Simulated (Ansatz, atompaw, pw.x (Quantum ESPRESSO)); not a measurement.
**From atom to crystal: PAW (atompaw) potential for B**

```
Element                 : B (Z = 5)
Generator               : atompaw 4.2.0.5
Type                    : PAW
Functional              : PBE
Relativity              : scalar-relativistic
Frozen core             : [He]
Valence charge          : 3
Reference configuration : 2s2 2p1
Partial waves           : 2s (bound): rc 1.20 bohr; 2s channel at 1.15 Ry: rc 2.10 bohr; 2p (bound): rc 2.10 bohr; 2p channel at 3.1 Ry: rc 2.10 bohr
Local potential         : troulliermartins scheme with l = 2 at 0 Ry, radius 1.90 bohr
Core correction         : smooth core density matched at 1.50 bohr
Augmentation charge     : sinc compensation charge, radius 1.70 bohr; PAW radius 2.10 bohr; waves and projectors: custom rrkj vanderbiltortho
```

Atomic tests: cutoffs needed: 18 Ry and 30 Ry (the cutoffs (Ry, on a coarse ladder) from which the occupation-weighted sum of valence levels, in a spherical-Bessel basis at the reference potential, stays within 10 and 1 mRy of its value at 400 Ry); ghost test: no extra level below or beside the all-electron valence levels (s, p, d, f tested) (spherical-Bessel basis up to 400 Ry, 20 bohr box); lowest eigenvalue of the overlap operator: 0.12 (s channel).

Crystal test: bcc B in pw.x 7.5, no spin, 18³ k-points, Fermi–Dirac smearing 0.01 Ry, cutoffs 40/400 Ry. The reference is all-electron LAPW (Ansatz 0.2.0) with the same functional, mesh and smearing; V0 and B0 come from Birch–Murnaghan fits to the pressures at five volumes. Errors are pseudo minus all-electron; Δ is the rms difference of the E(V) curves that follow from these fits, minima aligned, over ±6 % about the mean V0. Mesh and smearing are coarse, so the numbers serve the comparison and aren't converged zero-temperature values; the lattice is a test structure that the element need not adopt.

```
V (Å³/atom)  P all-electron (GPa)  P pseudo (GPa)
      5.869                 11.78            7.44
      6.024                  4.93            0.86
      6.178                 -1.02           -4.86
      6.332                 -6.17           -9.79
      6.487                -10.61          -14.02
```

All-electron: a0 = 2.308 Å (V0 = 6.15 Å³/atom), B0 = 225.7 GPa.

Pseudopotential: mean pressure error (GPa): -3.85; a0 (Å): 2.295; a0 error (%): -0.57; B0 error (%): +4.2; Δ (meV/atom): 5.3. The largest radius (2.10 bohr) exceeds half the bond length (1.89 bohr), so the spheres overlap, which is one possible source of error among others. This is a poor potential for the solid.

**Question.** At the middle volume, how do free energy and pressure move when the wave cutoff is lowered (ecutrho held at 400 Ry)?

**Answer.**

```json
{"cutoff (Ry)": "18", "shift of F (meV/atom)": "+85.5", "shift of P (GPa)": "-5.11"}
{"cutoff (Ry)": "24", "shift of F (meV/atom)": "+17.9", "shift of P (GPa)": "-2.29"}
{"cutoff (Ry)": "32", "shift of F (meV/atom)": "+0.6", "shift of P (GPa)": "-0.09"}
```

Input at the middle volume:

```
&control
  calculation='scf', prefix='x', pseudo_dir='./', outdir='./tmp', tstress=.true., disk_io='none'
/
&system
  ibrav=0, nat=1, ntyp=1, ecutwfc=40, ecutrho=400, nbnd=8,
  occupations='smearing', smearing='fd', degauss=0.01
/
&electrons
  conv_thr=1e-09, mixing_beta=0.4, electron_maxstep=70
/
ATOMIC_SPECIES
B 1.0 B.UPF
CELL_PARAMETERS angstrom
  -1.15592406 1.15592406 1.15592406
  1.15592406 -1.15592406 1.15592406
  1.15592406 1.15592406 -1.15592406
ATOMIC_POSITIONS crystal
B 0.0000 0.0000 0.0000
K_POINTS automatic
18 18 18 0 0 0
```

```bash
pw.x < B.scf.in > B.scf.out
```

Lines of the output:

```
Message from routine setup:
     using ibrav=0 with symmetry is DISCOURAGED, use correct ibrav instead
     lattice parameter (alat)  =       3.7835  a.u.
     unit-cell volume          =      41.6912 (a.u.)^3
     number of electrons       =         3.00
     number of Kohn-Sham states=            8
     kinetic-energy cutoff     =      40.0000  Ry
     charge density cutoff     =     400.0000  Ry
     scf convergence threshold =      1.0E-09
     Exchange-correlation= SLA PW PBX PBC
     number of k points=   195  Fermi-Dirac smearing, width (Ry)=  0.0100
     iteration #  1     ecut=    40.00 Ry     beta= 0.40
     total energy              =     -11.34031916 Ry
     estimated scf accuracy    <       0.00054760 Ry
     iteration #  2     ecut=    40.00 Ry     beta= 0.40
     total energy              =     -11.33977685 Ry
     estimated scf accuracy    <       0.00019764 Ry
     iteration #  3     ecut=    40.00 Ry     beta= 0.40
     total energy              =     -11.33978531 Ry
     estimated scf accuracy    <       0.00000008 Ry
     iteration #  4     ecut=    40.00 Ry     beta= 0.40
     total energy              =     -11.33978685 Ry
     estimated scf accuracy    <       0.00000003 Ry
     iteration #  5     ecut=    40.00 Ry     beta= 0.40
     total energy              =     -11.33978686 Ry
     estimated scf accuracy    <          1.5E-09 Ry
     iteration #  6     ecut=    40.00 Ry     beta= 0.40
     the Fermi energy is    13.6436 ev
!    total energy              =     -11.33978686 Ry
     estimated scf accuracy    <          1.8E-11 Ry
     smearing contrib. (-TS)   =      -0.00105267 Ry
     The total energy is F=E-TS. E is the sum of the following terms:
     one-electron contribution =       4.26111705 Ry
     hartree contribution      =       0.01395722 Ry
     xc contribution           =      -2.17495844 Ry
     ewald contribution        =      -7.49711649 Ry
     one-center paw contrib.   =      -5.94173352 Ry
     convergence has been achieved in   6 iterations
          total   stress  (Ry/bohr**3)                   (kbar)     P=      -48.61
     Message from routine punch:
     Nothing written, as per user request (disk_io='none')
```

The run at the middle volume (195 k-points, 6 iterations) took about 2.1 s on one core of a shared host (AMD EPYC 9R45 96-Core Processor, 96 threads, 376 GiB, load 33).
